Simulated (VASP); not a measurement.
# C (P6_3/mmc) in VASP: further runs, part 2 of 2

VASP 6.6.1. The steps go on from the part before.

### 3 Single point, r2SCAN

The input, INCAR:

```
SYSTEM = C
  ALGO = Normal
  EDIFF = 1E-6
  ENCUT = 520
  ISIF = 2
  ISMEAR = -1
  LASPH = .True.
  LCHARG = .False.
  LMIXTAU = .True.
  LREAL = .False.
  LWAVE = .False.
  METAGGA = R2SCAN
  NBANDS = 16
  NELM = 100
  PREC = Accurate
  SIGMA = 0.05
```

The input, KPOINTS:

```
k-points
0
Gamma
  16 16 4
  0 0 0
```

The input, POSCAR:

```
C
1.0
    2.4610000000      0.0000000000      0.0000000000
   -1.2305000000      2.1312885187      0.0000000000
    0.0000000000      0.0000000000      6.7080000000
C
4
Direct
    0.0000000000      0.0000000000      0.2500000000
    0.3333333333      0.6666666667      0.2500000000
    0.0000000000      0.0000000000      0.7500000000
    0.6666666667      0.3333333333      0.7500000000
```

Potentials or basis: VASP PAW PBE potentials, release 64 (C).

Run with:

```bash
> cat potpaw_PBE.64/C/POTCAR > POTCAR
> mpirun -np 1 vasp_std > vasp.out
```

OUTCAR:

```text
SYSTEM = C
   EDIFF = 1E-6
   ENCUT = 520
   ISIF = 2
   ISMEAR = -1
   LASPH = .True.
   LREAL = .False.
   METAGGA = R2SCAN
   NELM = 100
   PREC = Accurate

 ion  position               nearest neighbor table
   1  0.000  0.000  0.250-   2 1.42   2 1.42   2 1.42
   2  0.333  0.667  0.250-   1 1.42   1 1.42   1 1.42
   3  0.000  0.000  0.750-   4 1.42   4 1.42   4 1.42
   4  0.667  0.333  0.750-   3 1.42   3 1.42   3 1.42

  LATTYP: Found a hexagonal cell.
 ALAT       =     2.4610000000
 C/A-ratio  =     2.7257212515

  Lattice vectors:

 A1 = (   2.4610000000,   0.0000000000,   0.0000000000)
 A2 = (  -1.2305000000,   2.1312885187,   0.0000000000)
 A3 = (   0.0000000000,   0.0000000000,   6.7080000000)

Analysis of symmetry for initial positions (statically):
=====================================================================
 Subroutine PRICEL returns:
 Original cell was already a primitive cell.

 Routine SETGRP: Setting up the symmetry group for a
 hexagonal supercell.

 Subroutine GETGRP returns: Found 24 space group operations
 (whereof 12 operations were pure point group operations)
 out of a pool of 24 trial point group operations.

The static configuration has the point symmetry D_3d.
 The point group associated with its full space group is D_6h.

Analysis of symmetry for dynamics (positions and initial velocities):
=====================================================================
 Subroutine PRICEL returns:
 Original cell was already a primitive cell.

 Routine SETGRP: Setting up the symmetry group for a
 hexagonal supercell.

 Subroutine GETGRP returns: Found 24 space group operations
 (whereof 12 operations were pure point group operations)
 out of a pool of 24 trial point group operations.

The dynamic configuration has the point symmetry D_3d.
 The point group associated with its full space group is D_6h.

 Subroutine INISYM returns: Found 24 space group operations
 (whereof 12 operations are pure point group operations),
 and found     1 'primitive' translations

----------------------------------------------------------------------------------------

                                     Primitive cell

  volume of cell :      35.1841

  direct lattice vectors                    reciprocal lattice vectors
     2.461000000  0.000000000  0.000000000     0.406338887  0.234599866  0.000000000
    -1.230500000  2.131288519  0.000000000     0.000000000  0.469199731  0.000000000
     0.000000000  0.000000000  6.708000000     0.000000000  0.000000000  0.149075730

  length of vectors
     2.461000000  2.461000000  6.708000000     0.469199731  0.469199731  0.149075730

  position of ions in fractional coordinates (direct lattice)
     0.000000000  0.000000000  0.250000000
     0.333333333  0.666666667  0.250000000
     0.000000000  0.000000000  0.750000000
     0.666666667  0.333333333  0.750000000

  ion indices of the primitive-cell ions
   primitive index   ion index
                 1           1
                 2           2
                 3           3
                 4           4

----------------------------------------------------------------------------------------

 KPOINTS: k-points

Automatic generation of k-mesh.
 Grid dimensions read from file:
 generate k-points for:   16   16    4

 Generating k-lattice:

  Cartesian coordinates                     Fractional coordinates (reciprocal lattice)
     0.025396180  0.014662492  0.000000000     0.062500000  0.000000000  0.000000000
     0.000000000  0.029324983  0.000000000     0.000000000  0.062500000  0.000000000
     0.000000000  0.000000000  0.037268933     0.000000000  0.000000000  0.250000000

  Length of vectors
     0.029324983  0.029324983  0.037268933

  Shift w.r.t. Gamma in fractional coordinates (k-lattice)
     0.000000000  0.000000000  0.000000000

 Subroutine IBZKPT returns following result:
 ===========================================

 Found     90 irreducible k-points:

 Following reciprocal coordinates:
            Coordinates               Weight
  0.000000  0.000000  0.000000      1.000000
  0.062500  0.000000  0.000000      6.000000
  0.125000  0.000000  0.000000      6.000000
  0.187500 -0.000000  0.000000      6.000000
  0.250000  0.000000  0.000000      6.000000
  0.312500  0.000000  0.000000      6.000000
[... 16 lines left out ...]
  0.187500  0.187500  0.000000      6.000000
  0.250000  0.187500  0.000000     12.000000
 [... further k-points ...]
   k-points           NKPTS =     90   k-points in BZ     NKDIM =     90   number of bands    NBANDS=     16
   number of dos      NEDOS =    301   number of ions     NIONS =      4
   total plane-waves  NPLWV =  16200
   dimension x,y,z NGX =    18 NGY =   18 NGZ =   50
   dimension x,y,z NGXF=    36 NGYF=   36 NGZF=  100
   ions per type =               4
   NGX,Y,Z   is equivalent  to a cutoff of  12.16, 12.16, 12.39 a.u.
   NGXF,Y,Z  is equivalent  to a cutoff of  24.32, 24.32, 24.78 a.u.
 SYSTEM =  C
   PREC   = accura    normal or accurate (medium, high low for compatibility)
   ISTART =      0    job   : 0-new  1-cont  2-samecut
   ICHARG =      2    charge: 1-file 2-atom 10-const
   ISPIN  =      1    spin polarized calculation?
   LNONCOLLINEAR =      F non collinear calculations
   LSORBIT =      F    spin-orbit coupling
   LASPH  =      T    aspherical Exc in radial PAW
   ENCUT  =  520.0 eV  38.22 Ry    6.18 a.u.   4.58  4.58 12.47*2*pi/ulx,y,z
   NELM   =    100;   NELMIN=  2; NELMDL= -5     # of ELM steps
   EDIFF  = 0.1E-05   stopping-criterion for ELM
   LREAL  =      F    real-space projection
[... 7 lines left out ...]
   TEBEG  =    0.0;   TEEND  =   0.0 temperature during run
   PSTRESS=    0.0 pullay stress
   NELECT =      16.0000    total number of electrons
   NUPDOWN=      -1.0000    fix difference up-down
   EMIN   =  10.00;   EMAX   =-10.00  energy-range for DOS
   EFERMI =   0.00;   METHOD = LEGACY
   ISMEAR =    -1;   SIGMA  =   0.05  broadening in eV -4-tet -1-fermi 0-gaus
   EFERMI_NEDOS =   21; number of points for ismear=-14 and -15
   IALGO  =     38    algorithm
   IMIX   =      4    mixing-type and parameters
     AMIX     =   0.40;   BMIX     =  1.00
     AMIX_MAG =   1.60;   BMIX_MAG =  1.00
  volume/ion in A,a.u.               =       8.80        59.36
  Fermi-wavevector in a.u.,A,eV,Ry     =   1.258923  2.379020 21.563700  1.584887
  Thomas-Fermi vector in A             =   2.392508
   LORBIT       =      0    0 simple, 1 ext, 2 COOP (PROOUT), +10 PAW based schemes
   METAGGA = R2SCAN    functional components
   LHFCALC =     F    Hartree Fock is set to
   AEXX    =    0.0000 exact exchange contribution
   IVDW    =     0    specifies the selected vdW correction
   LEPSILON=     F    determine dielectric tensor
   LRPA    =     F    only Hartree local field effects (RPA)
 non-spin polarized calculation
  energy-cutoff  :      520.00
  volume of cell :       35.18
 maximum number of plane-waves:       979
   NGX =  9   NGY =  9   NGZ = 25

 number of electron      15.9999994 magnetization

 Free energy of the ion-electron system (eV)
  ---------------------------------------------------
  ext. energy  EPLUGINS =         0.00000000
  ---------------------------------------------------
  free energy    TOTEN  =       -39.74516767 eV

  energy without entropy =      -39.74513929  energy(sigma->0) =      -39.74515348

 E-fermi :   4.7083     XC(G=0): -11.1319

 val. band max:        4.4107941927   @ k =   0.3125   0.3125   0.0000
 cond. band min:       5.0109929168   @ k =   0.3125   0.3125   0.0000
 fundamental gap:      0.6001987241
 Fermi energy:         4.7082961664

 k-point     1 :       0.0000    0.0000    0.0000
  band No.  band energies     occupation
      1     -16.2681      2.00000
      2     -15.9694      2.00000
      3      -4.3474      2.00000
      4      -2.3237      2.00000
      5       1.4520      2.00000
      6       1.4520      2.00000
[... 8 lines left out ...]
     15      16.9890      0.00000
     16      17.2217      0.00000
[... 419 lines left out ...]
 k-point    24 :       0.2500    0.1875    0.0000
  band No.  band energies     occupation
      1     -12.7041      2.00000
      2     -12.4642      2.00000
      3      -5.7766      2.00000
      4      -5.6779      2.00000
      5      -3.7081      2.00000
      6      -3.6369      2.00000
[... 8 lines left out ...]
     15      17.7883      0.00000
     16      18.6329      0.00000

 [... further k-points ...]
[... 5 lines left out ...]
  --------------------------------------------------------------------------------------
  -------------------------------------------------------------------------------------
  Total       -0.3935901     -0.3935901      0.3228371      0.0000000      0.0000000      0.0000000
  in kB      -17.9228826    -17.9228826     14.7010068      0.0000000      0.0000000      0.0000000
  external PRESSURE =      -7.0482528 kB  Pullay stress =       0.0000000 kB

 VOLUME and BASIS-vectors are now :
 -----------------------------------------------------------------------------
  energy-cutoff  :      520.00
  volume of cell :       35.18
      direct lattice vectors                 reciprocal lattice vectors
     2.461000000  0.000000000  0.000000000     0.406338887  0.234599866  0.000000000
    -1.230500000  2.131288519  0.000000000     0.000000000  0.469199731  0.000000000
     0.000000000  0.000000000  6.708000000     0.000000000  0.000000000  0.149075730

 POSITION                                       TOTAL-FORCE (eV/Angst)
 -----------------------------------------------------------------------------------
      0.00000      0.00000      1.67700        -0.000000      0.000000     -0.000000
     -0.00000      1.42086      1.67700        -0.000000      0.000000      0.000000
      0.00000      0.00000      5.03100         0.000000     -0.000000     -0.000000
      1.23050      0.71043      5.03100         0.000000     -0.000000      0.000000
 -----------------------------------------------------------------------------------
    total drift:                                0.000000     -0.000000      0.000000

  FREE ENERGIE OF THE ION-ELECTRON SYSTEM (eV)
  ---------------------------------------------------
  free  energy   TOTEN  =       -39.7451676721 eV

  energy  without entropy=      -39.7451392944  energy(sigma->0) =      -39.74515348
```

OSZICAR:

```text
N       E                     dE             d eps       ncg     rms          rms(c)
DAV:   1     0.271812809553E+02    0.27181E+02   -0.81822E+03  2896   0.948E+02
DAV:   2    -0.428706623498E+02   -0.70052E+02   -0.63998E+02  4104   0.193E+02
DAV:   3    -0.454425136871E+02   -0.25719E+01   -0.25607E+01  3680   0.340E+01
DAV:   4    -0.454627715560E+02   -0.20258E-01   -0.20252E-01  3688   0.356E+00
[... 10 lines left out ...]
DAV:  15    -0.397450969814E+02   -0.68719E-01   -0.22706E-02  2896   0.147E+00    0.452E-02
DAV:  16    -0.397451400890E+02   -0.43108E-04   -0.12871E-04  3736   0.763E-02    0.517E-02
DAV:  17    -0.397451193007E+02    0.20788E-04   -0.80244E-06  3304   0.246E-02    0.562E-02
DAV:  18    -0.397451667175E+02   -0.47417E-04   -0.85366E-06  3288   0.246E-02    0.237E-02
DAV:  19    -0.397451676721E+02   -0.95454E-06   -0.82215E-06  2928   0.298E-02
   1 F= -.39745168E+02 E0= -.39745153E+02  d E =-.283776E-04
```

Run time: 2.2 min. Hardware: 1 thread of Intel Xeon Platinum 8488C (Sapphire Rapids), shared host; peak memory 0.16 GiB.

What came out:

```yaml
Free_energy: -39.7452 eV
Pressure: -0.7 GPa
Band_gap_on_the_k_mesh: 0.60 eV, direct
```

Stress tensor (GPa, compression positive):
```
-1.79  0.00  0.00
 0.00 -1.79  0.00
 0.00  0.00  1.47
```

Levels at points of the mesh, in eV from the valence-band top:
```
           k point  band 4  band 5  band 6  band 7  band 8  band 9  band 10  band 11  band 12  band 13
(0.00, 0.00, 0.00)   -6.73   -2.96   -2.96   -2.94   -2.94    4.72     8.93     8.93     8.98     8.98
(0.50, 0.00, 0.00)  -13.73   -6.57   -6.51   -2.70   -1.98    1.86     2.58     7.76     8.18    12.02
(0.00, 0.00, 0.50)   -7.85   -2.95   -2.95   -2.95   -2.95    7.51     7.51     8.95     8.95     8.95
(0.50, 0.00, 0.50)  -13.78   -6.54   -6.54   -2.27   -2.27    2.01     2.01     7.96     7.96    13.42
```

Caveat: the PAW data sets were made with another functional, which shifts forces and pressure a little. A k mesh can miss the band edges.

### 4 Single point, r2SCAN+rVV10

Edit INCAR of step 3 so:

```diff
@@ -2,2 +2,4 @@
   ALGO = Normal
+  BPARAM = 11.95
+  CPARAM = 0.0093
   EDIFF = 1E-6
@@ -6,2 +8,3 @@
   ISMEAR = -1
+  IVDW_NL = 2
   LASPH = .True.
@@ -10,2 +13,3 @@
   LREAL = .False.
+  LUSE_VDW = .True.
   LWAVE = .False.
```

KPOINTS is that of step 3.

POSCAR is that of step 3.

Run with:

```bash
> cat potpaw_PBE.64/C/POTCAR > POTCAR
> mpirun -np 1 vasp_std > vasp.out
```

Run time: 3.1 min. Hardware: 1 thread of Intel Xeon Platinum 8488C (Sapphire Rapids), shared host; peak memory 0.24 GiB.

The run converged. Its results:

```yaml
Free_energy: -39.4315 eV
Pressure: -1.3 GPa
Band_gap_on_the_k_mesh: 0.59 eV, direct
```

Stress tensor (GPa, compression positive):
```
-1.86  0.00  0.00
 0.00 -1.86  0.00
 0.00  0.00 -0.23
```

Levels at points of the mesh, in eV from the valence-band top:
| k point | band 4 | band 5 | band 6 | band 7 | band 8 | band 9 | band 10 | band 11 | band 12 | band 13 |
| --- | --- | --- | --- | --- | --- | --- | --- | --- | --- | --- |
| (0.00, 0.00, 0.00) | -6.73 | -2.96 | -2.96 | -2.94 | -2.94 | 4.59 | 8.92 | 8.92 | 8.98 | 8.98 |
| (0.50, 0.00, 0.00) | -13.73 | -6.57 | -6.51 | -2.71 | -1.98 | 1.84 | 2.58 | 7.75 | 8.17 | 11.90 |
| (0.00, 0.00, 0.50) | -7.86 | -2.95 | -2.95 | -2.95 | -2.95 | 7.38 | 7.38 | 8.95 | 8.95 | 8.95 |
| (0.50, 0.00, 0.50) | -13.79 | -6.54 | -6.54 | -2.28 | -2.28 | 1.99 | 1.99 | 7.95 | 7.95 | 13.31 |

Caveat: the PAW data sets were made with another functional, which shifts forces and pressure a little.

### 5 Summary

| level | gap on the mesh (eV) | pressure (GPa) |
| --- | --- | --- |
| SCAN+rVV10 | 0.59 | -2.8 |
| r2SCAN | 0.60 | -0.7 |
| r2SCAN+rVV10 | 0.59 | -1.3 |

Alike in all rows: task single point; potentials or basis VASP PAW PBE potentials, release 64 (C); no spin polarisation; cell as given; k mesh 16 × 16 × 4; cutoff (eV) 520; smearing fermi-dirac 0.05 eV.

On the cell as given the gap runs from 0.59 eV (SCAN+rVV10) to 0.60 eV (r2SCAN). The pressure there spans -2.8 GPa (SCAN+rVV10) to -0.7 GPa (r2SCAN); a positive pressure means that this level wants a larger cell, a negative one a smaller.

Caveats: the PAW data sets were made with another functional, which shifts forces and pressure a little.

Absolute energies hang on the potentials; compare differences alone.
